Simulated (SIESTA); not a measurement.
The system is BeS.

```
CELL_PARAMETERS angstrom
0.00000 2.42500 2.42500
2.42500 0.00000 2.42500
2.42500 2.42500 0.00000
ATOMIC_POSITIONS crystal
S 0.75000 0.75000 0.75000
Be 0.00000 0.00000 0.00000
```

Base run:

* Program: SIESTA 5.4.2
* Functional: PBEsol
* Potentials or basis: PseudoDojo 0.4 standard (PBEsol files)
* Basis: DZP (energy shift 0.003 Ry; two zetas on semicore shells)
* Grid cutoff: 800 Ry
* Energy shift: 0.003 Ry
* k mesh: 9 × 9 × 9
* Occupations: fermi-dirac, width 0.05 eV
* Spin: no spin polarisation

Its results: band gap on the k mesh 3.02 eV, indirect (least direct gap 5.44 eV); pressure -1.0 GPa.

Task: The run is repeated on the same cell with these changes: functional from PBEsol to PBE; potentials or basis from PseudoDojo 0.4 standard (PBEsol files) to PseudoDojo 0.4 standard (PBE files). What comes out?

Result: Band gap on the k mesh 3.16 eV, indirect (least direct gap 5.49 eV); pressure 1.9 GPa.

Caveats: short orbitals over semicore shells can move pressures by several GPa; the mesh misses the band edges, which the band path finds closer together; the basis of atomic orbitals isn't converged, which shifts pressures, moduli and gaps.
